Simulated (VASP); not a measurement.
Here is a VASP 6.6.1 calculation.

INCAR

```
SYSTEM = BeTe
  PREC = Accurate
  ENCUT = 520
  EDIFF = 1E-7
  ISMEAR = 0
  SIGMA = 0.011
  LREAL = .False.
  LASPH = .True.
  NELM = 60
  ALGO = Normal
  ISIF = 2
  LWAVE = .False.
  LCHARG = .False.
  GGA = PE
  NBANDS = 11
```

KPOINTS

```
Automatic mesh
0
Gamma
  8 8 8
  0 0 0
```

The input POSCAR:

```
BeTe
1.0
    0.0000000000      2.7700000000      2.7700000000
    2.7700000000      0.0000000000      2.7700000000
    2.7700000000      2.7700000000      0.0000000000
Te Be
1 1
Direct
    0.7500000000      0.7500000000      0.7500000000
    0.0000000000      0.0000000000      0.0000000000
```

Potentials or basis: VASP PAW PBE potentials, release 64 (Te, Be).

Launch:

```sh
$ cat potpaw_PBE.64/Te/POTCAR potpaw_PBE.64/Be/POTCAR > POTCAR
$ mpirun -np 1 vasp_std > vasp.out
```

Q: Predict the band gap on the k mesh.

A: 1.85 eV, indirect (least direct gap 3.56 eV).

Q: Predict the pressure.

A: 4.5 GPa.

Caveat: spin-orbit coupling is left out, which moves the levels of the heavy elements. A k mesh can miss the band edges.
